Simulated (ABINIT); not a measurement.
# Ge (Fd-3m) in ABINIT: single point with LDA

Aim: the single point of Ge with LDA.

Program: ABINIT 10.8.3 (patched build). These are calculated values, not measurements. Logs are shortened: lines on timing, memory, paths and dates and some standing lists are left out, and cuts for length are marked. The log counts tension as positive stress, the text compression.

**1. Starting point**

Symmetry: Fd-3m, No. 227, cubic system. The conventional cell has a = 5.658 Å, b = 5.658 Å, c = 5.658 Å, α = 90.00°, β = 90.00°, γ = 90.00°. Ge (site symmetry -43m) is surrounded by 4 Ge at 2.45 Å.

**2. Single point, LDA**

run.abi

```
pp_dirpath "./"
pseudos "Ge.upf"

acell 4.0006828887 4.0006828887 4.0006828887 Angstrom
rprim
     0.0000000000     0.7071067812     0.7071067812
     0.7071067812     0.0000000000     0.7071067812
     0.7071067812     0.7071067812     0.0000000000
ntypat 1
znucl 32
natom 2
typat 1 1
xred
     0.7500000000     0.7500000000     0.7500000000
     0.5000000000     0.5000000000     0.5000000000

ecut 35.0

kptopt 1
ngkpt 6 6 6
nshiftk 1
shiftk 0.0 0.0 0.0

ixc 7

nband 18
occopt 3
tsmear 0.05 eV

nstep 100
tolvrs 1.0e-10

iomode 3
prtwf 0
prtden 0
prteig 0
prtebands 0
enunit 1
prtvol 2
```

Potentials or basis: PseudoDojo NC SR LDA v0.4.1 standard.

Command:

```sh
$ mpirun --bind-to none -np 4 abinit run.abi > log 2>&1
```

run.abo:

```text
.Version 10.8.3 of ABINIT
 Symmetries : space group Fd -3 m (#227); Bravais cF (face-center cubic)
================================================================================
 Values of the parameters that define the memory need of the present run
     intxc =       0    ionmov =       0      iscf =       7    lmnmax =       6
     lnmax =       6     mgfft =      45  mpssoang =       3    mqgrid =    3001
     natom =       2  nloc_mem =       1    nspden =       1   nspinor =       1
    nsppol =       1      nsym =      48    n1xccc =    2501    ntypat =       1
    occopt =       3   xclevel =       1
       mpw =        3042          nfft =       91125          nkpt =          16
================================================================================
================================================================================

--------------------------------------------------------------------------------
------------- Echo of variables that govern the present computation ------------
--------------------------------------------------------------------------------
 -outvars: echo values of preprocessed input variables --------
            acell      7.5601949762E+00  7.5601949762E+00  7.5601949762E+00 Bohr
              amu      7.26100000E+01
             ecut      3.50000000E+01 Hartree
           enunit           1
              ixc           7
         kptrlatt        6    0    0      0    6    0      0    0    6
          kptrlen      4.53611699E+01
            natom           2
            nband          18
            ngfft          45      45      45
             nkpt          16
            nstep         100
             nsym          48
           ntypat           1
           occopt           3
           prtden           0
        prtebands           0
           prteig           0
           prtvol           2
            prtwf           0
            rprim      0.0000000000E+00  7.0710678120E-01  7.0710678120E-01
                       7.0710678120E-01  0.0000000000E+00  7.0710678120E-01
                       7.0710678120E-01  7.0710678120E-01  0.0000000000E+00
          spgroup         227
           tolvrs      1.00000000E-10
           tsmear      1.83746611E-03 Hartree
            typat      1  1
           xangst      4.2433650000E+00  4.2433650000E+00  4.2433650000E+00
                       2.8289100000E+00  2.8289100000E+00  2.8289100000E+00
            xcart      8.0187977023E+00  8.0187977023E+00  8.0187977023E+00
                       5.3458651349E+00  5.3458651349E+00  5.3458651349E+00
             xred      7.5000000000E-01  7.5000000000E-01  7.5000000000E-01
                       5.0000000000E-01  5.0000000000E-01  5.0000000000E-01
            znucl       32.00000

================================================================================

 chkinp: Checking input parameters for consistency.

================================================================================
== DATASET  1 ==================================================================

--- !DatasetInfo
iteration_state: {dtset: 1, }
dimensions: {natom: 2, nkpt: 16, mband: 18, nsppol: 1, nspinor: 1, nspden: 1, mpw: 3042, }
cutoff_energies: {ecut:  35.0, pawecutdg:  -1.0, }
electrons: {nelect:   2.80000000E+01, charge:   0.00000000E+00, occopt:   3.00000000E+00, tsmear:   1.83746611E-03, }
meta: {optdriver: 0, ionmov: 0, optcell: 0, iscf: 7, paral_kgb: 0, }
...

 Exchange-correlation functional for the present dataset will be:
  LDA: Perdew-Wang 92 LSD fit to Ceperley-Alder data - ixc=7
  J.P.Perdew and Y.Wang, PRB 45, 13244 (1992)

 Real(R)+Recip(G) space primitive vectors, cartesian coordinates (Bohr,Bohr^-1):
 R(1)=  0.0000000  5.3458651  5.3458651  G(1)= -0.0935302  0.0935302  0.0935302
 R(2)=  5.3458651  0.0000000  5.3458651  G(2)=  0.0935302 -0.0935302  0.0935302
 R(3)=  5.3458651  5.3458651  0.0000000  G(3)=  0.0935302  0.0935302 -0.0935302
 Unit cell volume ucvol=  3.0555120E+02 bohr^3
 Angles (23,13,12)=  6.00000000E+01  6.00000000E+01  6.00000000E+01 degrees

 getcut: wavevector=  0.0000  0.0000  0.0000  ngfft=  45  45  45
         ecut(hartree)=     35.000   => boxcut(ratio)=   2.18535

--- Pseudopotential description ------------------------------------------------
- pspini: atom type   1  psp file is ./Ge.upf
12 -1012 2 -1 1524                            pspcod,pspxc,lmax,lloc,mmax
[... 84 lines left out ...]
  9.40E-16 9.40E-16 9.33E-16 2.19E-15 9.18E-16 9.29E-16 3.18E-15 3.34E-15
  3.30E-15 2.70E-15
   0.1667  0.1667  0.0000    1  5.86870E-14 kpt; spin; max resid(k); each band:
[... 32 lines left out ...]
  3.25E-16 3.25E-16 2.61E-15 2.61E-15 1.69E-16 1.70E-16 4.39E-16 4.40E-16
  1.35E-15 1.35E-15 1.37E-15 1.37E-15 5.39E-16 5.33E-16 3.31E-15 3.31E-15
  2.97E-13 4.89E-13
   0.5000  0.3333  0.1667    1  3.35343E-13 kpt; spin; max resid(k); each band:
  1.65E-15 1.74E-15 1.52E-15 1.35E-15 8.67E-16 1.89E-15 3.10E-16 8.56E-16
  7.98E-16 8.15E-16 1.53E-15 1.68E-15 1.20E-15 1.46E-15 3.19E-15 3.30E-15
  4.18E-15 3.35E-13
  -0.3333  0.3333  0.1667    1  9.86301E-13 kpt; spin; max resid(k); each band:
  1.62E-15 1.53E-15 1.62E-15 1.72E-15 8.44E-16 1.55E-15 1.05E-15 3.99E-16
  6.84E-16 5.11E-16 1.34E-15 1.69E-15 1.31E-15 1.35E-15 3.52E-15 3.88E-15
  4.37E-13 9.86E-13
  -0.3333  0.5000  0.1667    1  4.32832E-15 kpt; spin; max resid(k); each band:
  1.65E-15 1.65E-15 1.94E-15 1.95E-15 1.04E-15 1.04E-15 4.85E-16 4.85E-16
  6.64E-16 6.59E-16 1.40E-15 1.40E-15 1.22E-15 1.22E-15 3.49E-15 3.49E-15
  4.33E-15 4.33E-15
 reduced coordinates (array xred) for    2 atoms
       0.750000000000      0.750000000000      0.750000000000
       0.500000000000      0.500000000000      0.500000000000
 rms dE/dt=  1.1197E-29; max dE/dt=  1.4725E-29; dE/dt below (all hartree)
    1      -0.000000000000      0.000000000000     -0.000000000000
    2       0.000000000000     -0.000000000000     -0.000000000000

 cartesian coordinates (angstrom) at end:
    1      4.24336500004586     4.24336500004586     4.24336500004586
    2      2.82891000003057     2.82891000003057     2.82891000003057

 cartesian forces (hartree/bohr) at end:
    1     -0.00000000000000     0.00000000000000     0.00000000000000
    2      0.00000000000000    -0.00000000000000    -0.00000000000000
 frms,max,avg= 1.7671289E-30 2.5577879E-30   0.000E+00  0.000E+00  0.000E+00 h/b

 cartesian forces (eV/Angstrom) at end:
    1     -0.00000000000000     0.00000000000000     0.00000000000000
    2      0.00000000000000    -0.00000000000000    -0.00000000000000
 frms,max,avg= 9.0869421E-29 1.3152674E-28   0.000E+00  0.000E+00  0.000E+00 e/A
 length scales=  7.560194976249  7.560194976249  7.560194976249 bohr
              =  4.000682888700  4.000682888700  4.000682888700 angstroms
 Fermi (or HOMO) energy (eV) =   3.82440   Average Vxc (eV)= -10.41685
 Eigenvalues (   eV  ) for nkpt=  16  k points:
 kpt#   1, nband= 18, wtk=  0.00463, kpt=  0.0000  0.0000  0.0000 (reduced coord)
 -21.10180  -21.10180  -21.10180  -21.06444  -21.06444  -20.85425  -20.85425  -20.85425
 -20.84204  -20.84204   -8.97235    3.65601    3.84559    3.84559    3.84559    6.37847
   6.37847    6.37847
 kpt#   2, nband= 18, wtk=  0.03704, kpt=  0.1667  0.0000  0.0000 (reduced coord)
 -21.11366  -21.11366  -21.09708  -21.04804  -21.04804  -20.87209  -20.87209  -20.85945
 -20.82771  -20.82771   -8.63664    0.60716    3.32435    3.32435    4.67992    7.06724
   7.06724    7.90832
 kpt#   3, nband= 18, wtk=  0.03704, kpt=  0.3333  0.0000  0.0000 (reduced coord)
 -21.12367  -21.12367  -21.08883  -21.02898  -21.02898  -20.88644  -20.88644  -20.87041
 -20.81733  -20.81733   -7.70637   -2.29689    2.68123    2.68123    4.12168    7.59723
   7.59723   10.74891
 kpt#   4, nband= 18, wtk=  0.01852, kpt=  0.5000  0.0000  0.0000 (reduced coord)
 -21.12620  -21.12620  -21.08330  -21.02336  -21.02336  -20.88975  -20.88975  -20.87569
 -20.81464  -20.81464   -6.88887   -3.80044    2.44399    2.44399    3.89168    7.56653
   7.56653   10.83330
 kpt#   5, nband= 18, wtk=  0.02778, kpt=  0.1667  0.1667  0.0000 (reduced coord)
[... 32 lines left out ...]
 -21.13586  -21.13586  -21.04961  -21.04961  -20.95119  -20.95119  -20.89401  -20.89401
 -20.80111  -20.80111   -5.09666   -5.09666    0.77467    0.77467    4.50982    4.50982
  13.25010   13.25010
 kpt#  14, nband= 18, wtk=  0.11111, kpt=  0.5000  0.3333  0.1667 (reduced coord)
 -21.14107  -21.13799  -21.06272  -21.00868  -20.97464  -20.95832  -20.90031  -20.88231
 -20.80136  -20.80012   -6.85734   -2.98151    0.13921    1.39828    6.57363    6.94427
   8.13948   10.86353
 kpt#  15, nband= 18, wtk=  0.11111, kpt= -0.3333  0.3333  0.1667 (reduced coord)
 -21.15131  -21.14094  -21.04073  -20.99077  -20.96838  -20.96033  -20.92680  -20.90041
 -20.79774  -20.78793   -5.99300   -4.07779   -0.31586    0.96186    6.78507    7.40043
   9.83456    9.87177
 kpt#  16, nband= 18, wtk=  0.05556, kpt= -0.3333  0.5000  0.1667 (reduced coord)
 -21.14648  -21.14648  -21.02032  -21.02032  -20.95480  -20.95480  -20.91841  -20.91841
 -20.79138  -20.79138   -5.02502   -5.02502    0.10571    0.10571    6.47062    6.47062
  10.34022   10.34022
 Total charge density [el/Bohr^3]
)     Maximum=    2.0253E+00  at reduced coord.    0.7556    0.7778    0.8222
)Next maximum=    2.0253E+00  at reduced coord.    0.6444    0.7778    0.8222
)     Minimum=    2.6296E-03  at reduced coord.    0.0000    0.0000    0.0000
)Next minimum=    2.6412E-03  at reduced coord.    0.2444    0.2444    0.2444
   Integrated=    2.8000E+01

--- !EnergyTerms
iteration_state     : {dtset: 1, }
comment             : Components of total free energy in Hartree
kinetic             :  1.33782489709325E+02
hartree             :  5.53601808526123E+01
xc                  : -4.29285057849102E+01
Ewald energy        : -9.87503790321150E+01
psp_core            :  5.55238567902512E+00
local_psp           : -1.38986681020209E+02
non_local_psp       : -9.24968499417268E+01
internal            : -1.78467359537998E+02
'-kT*entropy'       : -7.40287079808196E-05
total_energy        : -1.78467433566706E+02
total_energy_eV     : -4.85634626711260E+03
band_energy         : -1.59469625594521E+01
...

 Cartesian components of stress tensor (hartree/bohr^3)
  sigma(1 1)=  1.07106791E-04  sigma(3 2)=  0.00000000E+00
  sigma(2 2)=  1.07106791E-04  sigma(3 1)=  0.00000000E+00
  sigma(3 3)=  1.07106791E-04  sigma(2 1)=  0.00000000E+00

-Cartesian components of stress tensor (GPa)         [Pressure= -3.1512E+00 GPa]
- sigma(1 1)=  3.15119058E+00  sigma(3 2)=  0.00000000E+00
- sigma(2 2)=  3.15119058E+00  sigma(3 1)=  0.00000000E+00
- sigma(3 3)=  3.15119058E+00  sigma(2 1)=  0.00000000E+00

== END DATASET(S) ==============================================================
================================================================================

 -outvars: echo values of variables after computation  --------
            acell      7.5601949762E+00  7.5601949762E+00  7.5601949762E+00 Bohr
           etotal     -1.7846743357E+02
            fcart     -2.5577878751E-30  1.5740233077E-30  5.9025874040E-31
                       2.5577878751E-30 -1.5740233077E-30 -5.9025874040E-31
            rprim      0.0000000000E+00  7.0710678120E-01  7.0710678120E-01
                       7.0710678120E-01  0.0000000000E+00  7.0710678120E-01
                       7.0710678120E-01  7.0710678120E-01  0.0000000000E+00
           strten      1.0710679076E-04  1.0710679076E-04  1.0710679076E-04
                       0.0000000000E+00  0.0000000000E+00  0.0000000000E+00
           xangst      4.2433650000E+00  4.2433650000E+00  4.2433650000E+00
                       2.8289100000E+00  2.8289100000E+00  2.8289100000E+00
             xred      7.5000000000E-01  7.5000000000E-01  7.5000000000E-01
                       5.0000000000E-01  5.0000000000E-01  5.0000000000E-01
 Calculation completed.
```

Wall time 7.6 s (4 MPI ranks of Arm Neoverse V2, shared host); peak memory 0.28 GiB.

Results:

```
Free energy                                           : -4856.3463 eV
Band gap on the k mesh                                : none (metal or under the smearing width)
Valence electrons inside the program's atomic spheres : Ge 11.58 (radii [1.0584] Å)
```

Caveat: the cutoff is too short for stress, so the log's stress isn't used; this crystal is a semiconductor, whose small gap the functional closes, so the metal is an error of the method.
